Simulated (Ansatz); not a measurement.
**Straining Mo**

Computed with DFT r2SCAN, scalar-relativistic, plane waves, PAW in Ansatz 0.2.0. (500 eV cutoff, 16×16×16 k-mesh, Gaussian smearing of 0.10 eV, no spin polarisation)

Reference structure (relaxed):

```xyz
2
Lattice="3.1504 0.0000 0.0000 0.0000 3.1504 0.0000 0.0000 0.0000 3.1504" Properties=species:S:1:pos:R:3 pbc="T T T"
Mo    0.0000    0.0000    0.0000
Mo    1.5752    1.5752    1.5752
```

Deformation: biaxial strain in the a-b plane, with the length and tilt of c and the atoms relaxed, all within the symmetry that the strain leaves. Energies are extrapolated to zero smearing.

```tsv
strain (%)	ΔE (meV/atom)	a (Å)	b (Å)	c (Å)
-6.0	209.2	2.961	2.961	3.320
-4.0	92.5	3.024	3.024	3.250
-2.0	22.7	3.087	3.087	3.194
+0.0	0.0	3.150	3.150	3.150
+2.0	20.2	3.213	3.213	3.110
+4.0	76.7	3.276	3.276	3.073
+6.0	165.3	3.339	3.339	3.034
```

(1) What stiffness (1/V) d²E/dε² at zero strain does a cubic fit over all points give?

(2) How does the free axis c answer a small strain?

Answers

(1) A cubic fit gives (1/V) d²E/dε² = 1064 GPa at zero strain (twice the biaxial modulus).

(2) Between the innermost points its strain is -0.66 times the applied one.

Cost: 7 runs of about 21 core-minutes in all, on Intel Xeon Processor @ 2.50GHz (Skylake/Cascade Lake) (shared hosts).